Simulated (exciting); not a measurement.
# GaSb under changes of volume

One of the cells (28.625 Å³/atom); the others are scaled copies at fixed shape and fractional positions:

```
Sb Ga
1.0
     0.00000    3.05900    3.05900
     3.05900    0.00000    3.05900
     3.05900    3.05900    0.00000
Sb Ga
1 1
Direct
  0.75000 0.75000 0.75000
  0.00000 0.00000 0.00000
```

| Property | Result |
| --- | --- |
| Program | exciting (release sodium) |
| Functional | PBE |
| Potentials or basis | all-electron LAPW+lo, shipped species files, valence relativity iora* |
| rgkmax | 9 |
| k mesh | 8 × 8 × 8 |
| Occupations | fermi-dirac, width 0.05 eV |
| Spin | no spin polarisation |

```tsv
volume (Å³/atom)	energy over the lowest point (meV/atom)	gap on the mesh (eV)
26.907	?	?
27.480	34.18	0.32
28.052	19.62	0.17
28.625	9.39	none
29.197	2.93	none
29.770	0.00	none
30.342	1.76	none
```

What does the run at 26.907 Å³/atom give?

Energy over the lowest point 53.87 meV/atom; gap on the mesh 0.48 eV.

Worked out: A Birch-Murnaghan fit of order 3 (a polynomial in V^(-2/3)) to the other rows has its minimum at 29.85 Å³/atom with B0 = V·E''(V) = 58 GPa (rough, since the energies scatter). It gives 52.20 meV/atom at 26.907 Å³/atom, against the run's 53.87.

Energies are extrapolated to zero smearing.

Caveats: spin-orbit coupling is left out, which moves the levels of the heavy elements (some runs).

A mesh can miss the band edges.

A gap of «none» marks a metal or a gap under the smearing width.
